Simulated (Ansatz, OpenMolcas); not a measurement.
**Worked example: the enthalpy of formation of C2H2Cl2 (trans-1,2-dichloroethylene)**

C2H2Cl2: 6 atoms, total charge 0, spin state singlet. SMILES: `Cl/C=C/Cl`. Geometry: relaxed at PBE0-D4/def2-TZVP.

Total energies at M06-L/def2-SVPD (OpenMolcas 26.06); the atoms run unrestricted:

| species | state | energy (Eh) |
| --- | --- | --- |
| C2H2Cl2 | singlet | -997.446522 |
| Cl | doublet | -459.997183 |
| C | triplet | -37.802563 |
| H | doublet | -0.501665 |

Harmonic wavenumbers at PBE0-D4/def2-TZVP, in cm⁻¹: 217, 239, 358, 812, 854, 873, 937, 1217, 1299, 1670, 3232, 3234.

Measured heats of formation of the gaseous atoms at 298.15 K, in kJ/mol: Cl 121.3, C 716.9, H 218.0. Spin-orbit lowering of the atoms at 298 K (mean of the ground term's levels less their thermal mean, from spectra), in kJ/mol: Cl 3.44, C 0.02. Take 1 Eh = 2625.50 kJ/mol, 1 cm⁻¹ = 0.0119627 kJ/mol, RT = 2.479 kJ/mol.

Problem. Work out the heat of formation of the gas at 298 K.

Solution. 
1. Electronic atomisation energy: 2 × (-459.997183) + 2 × (-37.802563) + 2 × (-0.501665) − (-997.446522) = 0.843700 Eh = 2215.1 kJ/mol.
2. Zero-point energy: half the sum of the wavenumbers, 7471 cm⁻¹ = 89.4 kJ/mol.
3. Thermal vibrational enthalpy, Σ hcν̃/(exp(hcν̃/kT) − 1): 4.4 kJ/mol. Translation, rotation and pV of a non-linear molecule: 4 RT = 9.9 kJ/mol.
4. The 6 free atoms carry 5/2 RT each: 37.2 kJ/mol.
5. Spin-orbit coupling lowers the free atoms by 2 × 3.44 + 2 × 0.02 = 6.9 kJ/mol.
6. Atomisation enthalpy at 298 K: 2215.1 − 6.9 − 89.4 − 4.4 − 9.9 + 37.2 = 2141.7 kJ/mol.
7. Sum of the atoms' heats of formation: 2112.4 kJ/mol. Heat of formation: 2112.4 − 2141.7 = -29.3 kJ/mol.

The tabulated value is +5.0 kJ/mol (CRC Handbook of Chemistry and Physics), so this level is off by -34.3 kJ/mol, or 1.6 % of the atomisation enthalpy. Anharmonicity and any spin-orbit splitting of the molecule are left out.
